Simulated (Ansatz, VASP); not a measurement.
**Eu in VASP and in Ansatz**

Contents of POSCAR:

```
Eu
1.0
    0.0000000000      2.8617843047      2.8617843047
    2.8617843047      0.0000000000      2.8617843047
    2.8617843047      2.8617843047      0.0000000000
Eu
1
Direct
    0.0000000000      0.0000000000      0.0000000000
```

INCAR.step1

```
SYSTEM = Eu
ALGO     = Normal         ! electronic algorithm
EDIFF    = 1E-4           ! SCF threshold, eV
ENCUT    = 520            ! plane-wave cutoff, eV
GGA      = PE             ! functional
ISMEAR   = -1             ! smearing method
ISPIN    = 2              ! spin polarisation
LASPH    = .TRUE.         ! aspherical terms in the spheres
LCHARG   = .FALSE.        ! write CHGCAR
LMAXMIX  = 6              ! l up to which the mixer works
LREAL    = .FALSE.        ! projectors in reciprocal space
LWAVE    = .TRUE.         ! write WAVECAR
MAGMOM   = 4.9            ! initial moments
NBANDS   = 18             ! bands
NELM     = 150            ! most SCF steps
PREC     = Accurate       ! precision mode
SIGMA    = 0.1            ! smearing width, eV
```

Contents of INCAR.step2:

```
SYSTEM = Eu
ALGO     = Normal         ! electronic algorithm
EDIFF    = 1E-7           ! SCF threshold, eV
ENCUT    = 520            ! plane-wave cutoff, eV
ISIF     = 2              ! what is computed and relaxed
ISMEAR   = -1             ! smearing method
ISPIN    = 2              ! spin polarisation
ISTART   = 1            
LASPH    = .TRUE.         ! aspherical terms in the spheres
LCHARG   = .FALSE.        ! write CHGCAR
LMAXMIX  = 6              ! l up to which the mixer works
LMIXTAU  = .TRUE.       
LORBIT   = 11             ! projections on sites
LREAL    = .FALSE.        ! projectors in reciprocal space
LWAVE    = .FALSE.        ! write WAVECAR
MAGMOM   = 4.9            ! initial moments
METAGGA  = R2SCAN         ! meta-GGA
NBANDS   = 18             ! bands
NELM     = 150            ! most SCF steps
PREC     = Accurate       ! precision mode
SIGMA    = 0.1            ! smearing width, eV
```

KPOINTS

```
k-points
0
G
  7 7 7
  0 0 0
```

Input for Ansatz:

```yaml
crystal:
  lattice:
    - [0.0, 2.861784304740364, 2.861784304740364]
    - [2.861784304740364, 0.0, 2.861784304740364]
    - [2.861784304740364, 2.861784304740364, 0.0]
  atoms:
    - { symbol: Eu, position: [0.0, 0.0, 0.0], spin: 4.9 }
basis:
  ecutwfc: 600.0
kpoints:
  mp_grid:
    grid: [7, 7, 7]
hamiltonian:
  xc: r2scan
magnetization:
  spin_polarized: true
scf:
  occupations:
    method: fermi_dirac
    width: 0.1
output:
  stress: true
```

This isn't the form of Eu at room conditions, which is bcc.

Alike in both runs: task single point; functional r2SCAN; k mesh 7 × 7 × 7; occupations fermi-dirac, width 0.1 eV; collinear spin.

|  | VASP | Ansatz |
| --- | --- | --- |
| version | VASP 6.6.1 | Ansatz 0.2.0 |
| potentials or method | VASP PAW PBE potentials, release 64 (Eu) | plane waves, PAW |
| plane-wave cutoff (eV) | 520 | 600 |
| valence electrons in the cell | 17 | 17 |

```csv
,VASP,Ansatz,Ansatz less VASP
pressure (GPa),-1.5,-1.1,+0.38
net moment per atom (μB),7.92,7.93,+0.014
size of the moment on the site where the two differ most (μB),6.73,7.43,+0.695
```

Site moments also hang on the region over which each program counts them. Ansatz warned: «given_moment_on_shells».

Caveats: the PAW data sets were made with another functional, which shifts forces and pressure a little (VASP). The state reached can hang on the start; a lower one may exist.
